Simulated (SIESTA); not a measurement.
**MnO2 in SIESTA: the effect of functional**

The system is MnO2.

```
Mn O
1.0
     2.85496    0.00000    0.00000
    -1.42748    2.47246    0.00000
     0.00000    0.00000   10.22174
Mn O
2 4
Direct
  0.00000 0.00000 0.50000
  0.00000 0.00000 0.00000
  0.66667 0.33333 0.40686
  0.66667 0.33333 0.09314
  0.33333 0.66667 0.59314
  0.33333 0.66667 0.90686
```

Measurements of this composition are mostly on another form, of space group No. 136.

Alike in all runs:

- Program: SIESTA 5.4.2
- Task: band structure
- Basis: DZP (energy shift 0.003 Ry; two zetas on semicore shells)
- Grid cutoff: 800 Ry
- Energy shift: 0.003 Ry
- k mesh: 11 × 11 × 3
- Occupations: fermi-dirac, width 0.05 eV
- Spin: collinear spin, ferromagnetic start
- Starting moments: [4.0, 4.0, 0.0, 0.0, 0.0, 0.0] μB

One run gave: gap on the mesh 0.61 eV; pressure 0.4 GPa; largest force 0.14 eV/Å. Which functional did it use?
A. BLYP
B. AM05
C. vdW-DF-cx

B.

```tsv
functional	potentials or basis	gap on the mesh (eV)	pressure (GPa)	largest force (eV/Å)
AM05	PseudoDojo 0.4 standard (PBEsol files)	0.61	0.4	0.14
BLYP	PseudoDojo 0.4 standard (PBE files)	0.76	11.8	0.91
vdW-DF-cx	PseudoDojo 0.4 standard (PBE files)	0.66	1.8	0.42
```

Caveats: short orbitals over semicore shells can move pressures by several GPa; the potentials were made for another functional, which shifts forces and pressure; the basis of atomic orbitals isn't converged, which shifts pressures, moduli and gaps; only a ferromagnetic start was run, and an antiferromagnetic order may lie lower in energy.

